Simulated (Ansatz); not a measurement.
Runs of Ansatz 0.2.0 on SnSe. The cell holds a slab with vacuum, 4 atoms: a = 4.285 Å, b = 4.285 Å, c = 10.991 Å, α = 90.00°, β = 90.00°, γ = 90.00°. 

```tsv
task	level	cutoff (eV)	points for each segment of the path	V0 of scaled cells (Å³/atom)	B0 (GPa)	largest force (eV/Å)
band structure	r2SCAN	500	14	-	-	(a)
band structure	LDA	420	14	-	-	0.24
equation of state	LDA	420	-	(b)	30	-
equation of state	PBEsol	420	-	49.18	28	-
band structure	PBEsol	420	14	-	-	0.11
```

Alike in all rows: potentials or basis Ansatz PAW; no spin polarisation; cell as given; k mesh 6 × 6 × 3; smearing fermi-dirac 0.05 eV.

Problem. Estimate the missing entries.

Solution. (a) 0.01; (b) 47.91.

Caveats: the PAW data sets come from PBE, with cores solved anew for the run's functional, which leaves a small shift of forces and pressure (some runs); the cell was scaled at fixed shape and fractional positions, which overstates the stiffness of a crystal with free parameters, most of all of layers and chains (some runs).

Runs at the PBE level aren't shown here.
